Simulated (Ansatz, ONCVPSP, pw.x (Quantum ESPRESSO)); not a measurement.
# pw.x on sc P: one setting changed

Potential: optimised norm-conserving Vanderbilt (ONCV), ONCVPSP 4.0.1, PBE; core [Ne], reference 3s2 3p3; waves: 3s: rc 1.35 bohr, ncon 4, nbas 8, qcut 5.2 1/bohr, 1 projector; 3p: rc 1.65 bohr, ncon 4, nbas 7, qcut 5.9 1/bohr, 2 projectors, debl 0.9 Ha; d scattering state at 0.03 Ha: rc 1.50 bohr, ncon 4, nbas 7, qcut 7.6 1/bohr, 2 projectors, debl 2.6 Ha; local part: polynomial inside 1.30 bohr (lpopt 4, dvloc0 -1 Ha); core correction: Teter function, fcfact 5.25, rcfact 1.15.

The reference run (k-mesh 13³, cutoffs 80/320 Ry, Fermi–Dirac 0.01 Ry, mixing_beta 0.4, conv_thr 1e-9, no spin) gives 0.20 GPa at 14.621 Å³/atom, where all-electron LAPW gives 0.27 GPa. This run, with its own iteration cap, changes k-mesh shift to 1.

```
&control
  calculation='scf', prefix='x', pseudo_dir='./', outdir='./tmp', tstress=.true., disk_io='none'
/
&system
  ibrav=0, nat=1, ntyp=1, ecutwfc=80, ecutrho=320, nbnd=9,
  occupations='smearing', smearing='fd', degauss=0.01
/
&electrons
  conv_thr=1e-09, mixing_beta=0.4, electron_maxstep=50
/
ATOMIC_SPECIES
P 1.0 P.UPF
CELL_PARAMETERS angstrom
  2.44526365 0.00000000 0.00000000
  0.00000000 2.44526365 0.00000000
  0.00000000 0.00000000 2.44526365
ATOMIC_POSITIONS crystal
P 0.0000 0.0000 0.0000
K_POINTS automatic
13 13 13 1 1 1
```

```bash
pw.x < P.scf.in > P.scf.out
```

**Question.** How does the run end?

**Answer.** It converges in 5 iterations; the free energy moves by +3.7 meV/atom and the pressure by +0.15 GPa.

```
Message from routine setup:
     using ibrav=0 with symmetry is DISCOURAGED, use correct ibrav instead
     lattice parameter (alat)  =       4.6209  a.u.
     unit-cell volume          =      98.6674 (a.u.)^3
     number of electrons       =         5.00
     number of Kohn-Sham states=            9
     kinetic-energy cutoff     =      80.0000  Ry
     charge density cutoff     =     320.0000  Ry
     scf convergence threshold =      1.0E-09
     Exchange-correlation= PBE
     number of k points=    84  Fermi-Dirac smearing, width (Ry)=  0.0100
     iteration #  1     ecut=    80.00 Ry     beta= 0.40
     total energy              =     -13.95157860 Ry
     estimated scf accuracy    <       0.00519283 Ry
     iteration #  2     ecut=    80.00 Ry     beta= 0.40
     total energy              =     -13.95171325 Ry
     estimated scf accuracy    <       0.00187346 Ry
     iteration #  3     ecut=    80.00 Ry     beta= 0.40
     total energy              =     -13.95172703 Ry
     estimated scf accuracy    <       0.00000045 Ry
     iteration #  4     ecut=    80.00 Ry     beta= 0.40
     total energy              =     -13.95172766 Ry
     estimated scf accuracy    <       0.00000013 Ry
     iteration #  5     ecut=    80.00 Ry     beta= 0.40
     the Fermi energy is    10.9241 ev
!    total energy              =     -13.95172769 Ry
     estimated scf accuracy    <          5.8E-10 Ry
     smearing contrib. (-TS)   =      -0.00157114 Ry
     The total energy is F=E-TS. E is the sum of the following terms:
     one-electron contribution =       5.26137830 Ry
     hartree contribution      =       0.42402630 Ry
     xc contribution           =      -4.28513904 Ry
     ewald contribution        =     -15.35042210 Ry
     convergence has been achieved in   5 iterations
          total   stress  (Ry/bohr**3)                   (kbar)     P=        3.44
     Message from routine punch:
     Nothing written, as per user request (disk_io='none')
```

The run took about 7.2 s on one core of a shared host (Intel(R) Xeon(R) 6975P-C, 192 threads, 756 GiB, load 128).
